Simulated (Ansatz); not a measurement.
Input and command of a calculation in Ansatz (plane waves; scalar-relativistic PAW potentials unless the input names others):

```yaml
crystal:
  lattice:
    - [-2.47832575, 2.47832575, 2.47832575]
    - [2.47832575, -2.47832575, 2.47832575]
    - [2.47832575, 2.47832575, -2.47832575]
  atoms:
    - { symbol: Sr, position: [0.0, 0.0, 0.0] }
basis:
  ecutwfc: 500
  precision: f64
kpoints:
  mp_grid: { grid: [12, 12, 12] }
hamiltonian:
  xc: r2scan
scf:
  occupations: { method: tetrahedron_uncorrected }
  eigensolver: { kind: davidson }
output:
  forces: true
  eigenvalues: true
  stress: true
```

```bash
ansatz run input.yaml --threads 1 --pin off --max-ram 1331MiB --backend cpu --events-out ev --progress --plain --runs-dir out
```

Abridged log:
```
Basis set: ecut = 500 eV, 1505 PW (Γ), exchange–correlation on 128×128×128 points (64 copies of the dense FFT grid, shifted against one another)
Bands: 9, of which v1, the nominal top of the filled ones, is band 5 counted from 1 (4 counted from 0)
Symmetry: 48 space group operations
k-points: 72 of 1728
SCF iter   1: F=—  HF=-3555.060442 eV  |F-HF|=—  |Δ(HF+E_count)|=         —  Δρ=2.16e-3  dr2=2.47e-3  dr2_τ=1.92e-3  ethr=1.77e-3  ⟨swp⟩=9.6  Hψ=4024  notcnv=0
SCF iter   2: F=—  HF=-3555.080502 eV  |F-HF|=—  |Δ(HF+E_count)|=   2.01e-2  Δρ=1.49e-3  dr2=1.35e-3  dr2_τ=7.99e-5  ethr=2.47e-5  ⟨swp⟩=3.5  Hψ=2247  notcnv=0  defer=3
SCF iter   3: F=—  HF=-3555.081111 eV  |F-HF|=—  |Δ(HF+E_count)|=   6.09e-4  Δρ=3.36e-4  dr2=9.59e-5  dr2_τ=8.14e-6  ethr=9.34e-7  ⟨swp⟩=2.0  Hψ=3556  notcnv=0
SCF iter   4: F=—  HF=-3555.081135 eV  |F-HF|=—  |Δ(HF+E_count)|=   2.43e-5  Δρ=8.58e-5  dr2=8.79e-6  dr2_τ=1.28e-6  ethr=9.34e-7  ⟨swp⟩=3.0  Hψ=1874  notcnv=0
SCF iter   5: F=—  HF=-3555.081133 eV  |F-HF|=—  |Δ(HF+E_count)|=   1.95e-6  Δρ=1.64e-5  dr2=1.03e-7  dr2_τ=8.57e-9  ethr=8.79e-8  ⟨swp⟩=3.4  Hψ=1931  notcnv=0
SCF iter   6: F=-3555.081133 eV  HF=-3555.081133 eV  |F-HF|=3.37e-8  |Δ(HF+E_count)|=   1.11e-7  Δρ=5.42e-6  dr2=9.40e-9  dr2_τ=3.16e-9  ethr=1.03e-9  ⟨swp⟩=3.9  Hψ=2318  notcnv=0
SCF 1 converged in 6 iterations: F = -3555.081133 eV  dr2 = 9.40e-9
  Residual-converged pass: ⟨swp⟩=3.1  Hψ=1600  notcnv=0  max |occ|·‖R‖ = 6.5e-6 eV (tolerance 6.7e-6 eV) dr2=9.40e-9  dr2_τ=3.22e-9  dr2_onsite=7.37e-10  max |Δocc| = 1.1e-10
SCF converged after 6 iterations
Free energy (F): -3555.081133 eV
Harris-Foulkes:  -3555.081133 eV  (|F-HF|=3.37e-8)
Internal energy: -3555.080946 eV  (E = F + TS)
E sigma→0 (E₀):  -3555.081133 eV
Entropy (-TS):   -0.000187 eV (-0.187 meV/atom)
Fermi energy:    4.469665 eV
--- Forces (eV/Å), atoms counted from 1 ---
  atom   1  Sr     0.00000000     0.00000000     0.00000000
--- Stress (GPa, compression-positive) ---
       -0.933887       0.000000       0.000000
        0.000000      -0.933887       0.000000
        0.000000       0.000000      -0.933887
  P = ⅓ Tr σ = -0.9339 GPa (-9.339 kbar)
```

Apart from outputs and empty bands, the input differs from a reference run on usual settings in scf.eigensolver.kind: not typed → "davidson"; basis.precision: not typed → "f64"; scf.occupations.width: 0.1 → not typed; scf.occupations.method: "gaussian" → "tetrahedron_uncorrected". The reference, at the same geometry (not necessarily relaxed), gave pressure -0.81 GPa, largest force 0.000 eV/Å, no gap on the mesh. This run converged in 6 SCF iterations (reference: 6) with an energy at zero smearing 5.91 meV/atom above the reference's, pressure -0.93 GPa, largest force 0.000 eV/Å, no gap on the mesh.